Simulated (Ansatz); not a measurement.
# Zr3AlN4: one candidate of a structure search

Where does this trial cell of Zr3AlN4 go when cell and atoms are let free?

Method: DFT PBE, scalar-relativistic, plane waves, PAW, in Ansatz 0.2.0.

## Step 1: Starting point

It takes space group P-4m2 (No. 115, tetragonal). The conventional cell has a = 3.362 Å, b = 3.362 Å, c = 9.510 Å, α = 90.00°, β = 90.00°, γ = 90.00°. Around Zr (site symmetry 2mm) lie 4 N at 2.06 Å. Around Zr (site symmetry -4m2) lie 4 N at 2.06 Å. Around Al (site symmetry -4m2) lie 4 N at 2.06 Å. N (site symmetry 2mm) has 4 Zr at 2.06 Å as nearest neighbours. N (site symmetry 2mm) is surrounded by 2 Zr at 2.06 Å and 2 Al at 2.06 Å.

Coordinates:

```cif
data_structure
_symmetry_space_group_name_H-M 'P 1'
_symmetry_Int_Tables_number 1
_cell_length_a 3.3622
_cell_length_b 3.3622
_cell_length_c 9.5096
_cell_angle_alpha 90.000
_cell_angle_beta 90.000
_cell_angle_gamma 90.000
_cell_volume 107.50
loop_
_atom_site_label
_atom_site_type_symbol
_atom_site_fract_x
_atom_site_fract_y
_atom_site_fract_z
_atom_site_occupancy
Zr1 Zr 0.00000 0.00000 0.75000 1
Zr2 Zr 0.50000 0.50000 0.00000 1
Zr3 Zr 0.00000 0.00000 0.25000 1
Al1 Al 0.50000 0.50000 0.50000 1
N1 N 0.50000 0.00000 0.87500 1
N2 N 0.00000 0.50000 0.12500 1
N3 N 0.50000 0.00000 0.37500 1
N4 N 0.00000 0.50000 0.62500 1
```

The start is an ordering of an alloy on its end members' structure types: elements ordered on the sites of the AlN type, Zr/Al on Al (P-4m2, No. 115).

## Step 2: The guess as it stands, on a coarse mesh

Input file input.yaml:

```yaml
crystal:
  lattice:
    - [3.36216655, 0.0, 0.0]
    - [0.0, 3.36216655, 0.0]
    - [0.0, 0.0, 9.50964305]
  atoms:
    - { symbol: Zr, position: [0.0, 0.0, 0.75] }
    - { symbol: Zr, position: [0.5, 0.5, 0.0] }
    - { symbol: Zr, position: [0.0, 0.0, 0.25] }
    - { symbol: Al, position: [0.5, 0.5, 0.5] }
    - { symbol: "N", position: [0.5, 0.0, 0.875] }
    - { symbol: "N", position: [0.0, 0.5, 0.125] }
    - { symbol: "N", position: [0.5, 0.0, 0.375] }
    - { symbol: "N", position: [0.0, 0.5, 0.625] }
basis:
  ecutwfc: 420
kpoints:
  mp_grid: { grid: [6, 6, 2] }
hamiltonian:
  xc: pbe
scf:
  occupations: { method: gaussian, width: 0.1 }
  lower_state_search: "off"
output:
  forces: true
  stress: true
  eigenvalues: true
```

Run with:

```bash
$ ansatz run input.yaml --threads 1 --pin off --max-ram 2560MiB --backend cpu --events-out ev --progress --plain --runs-dir out
```

Further runs follow: coarse relaxation; spin check on a coarse mesh; relaxation on the finer mesh.

Before running it: what results should come out? Wanted: conventional cell; volume; energy over the elements; gap on the mesh.

As calculated:

| quantity | value |
| --- | --- |
| symmetry at the end (tolerance 0.05 Å) | space group P-4m2 (No. 115) |
| conventional cell | a = 3.437 Å, b = 3.437 Å, c = 9.633 Å, α = 90.00°, β = 90.00°, γ = 90.00° |
| volume | 14.23 Å³/atom |
| energy over the elements (uncorrected; H, N, O, F and Cl as molecules) | -1.23 eV/atom |
| gap on the mesh | none (metal) |

What this shows: The space group P-4m2 (No. 115) is kept, and the volume per atom grows by 5.9 % from the first guess. It lies below the elements, which doesn't yet make it stable: competing phases were not computed in this session. No finished test with a distortion of lower symmetry is shown, so the end may be a saddle point. A spin-polarised run here lost its starting moments, which speaks against magnetism, though one start doesn't rule it out. Other magnetic orders were not searched.
